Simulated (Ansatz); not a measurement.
The system is Al2O3.

```
CELL_PARAMETERS angstrom
4.61378 0.00000 0.00000
0.00000 9.56328 0.00000
0.00000 0.00000 3.11986
ATOMIC_POSITIONS crystal
Al 0.98298 0.82457 0.00000
Al 0.01702 0.17543 0.00000
Al 0.48297 0.67543 0.50000
Al 0.51702 0.32457 0.50000
O 0.50000 0.50000 0.50000
O 0.12363 0.75305 0.50000
O 0.37637 0.25305 0.00000
O 0.62364 0.74695 0.00000
O 0.00000 0.00000 0.00000
O 0.87636 0.24695 0.50000
```

Measurements of this composition are mostly on another form, of space group No. 167.

Base run:

```yaml
Program: Ansatz 0.2.0
Functional: RPBE
Potentials_or_basis: Ansatz PAW
Cutoff: "420 eV (not typed: the program's choice for these potentials)"
k_mesh: 5 × 3 × 7
Occupations: fermi-dirac, width 0.05 eV
Spin: no spin polarisation
```

Its results: band gap on the k mesh 3.69 eV, direct; pressure 3.0 GPa; largest force 0.218 eV/Å.

Problem. After a change of settings the same cell gave: band gap on the k mesh 3.43 eV, direct; pressure -2.6 GPa; largest force 0.173 eV/Å. Which change was it?
A. functional from RPBE to PBEsol
B. functional from RPBE to LDA
C. functional from RPBE to BLYP
D. functional from RPBE to revPBE

Solution. A.

PBEsol binds more tightly than RPBE, so the same cell stands under less pressure.

Caveats: the PAW data sets come from PBE, with cores solved anew for the run's functional, which leaves a small shift of forces and pressure.

Runs at the PBE level aren't shown here.
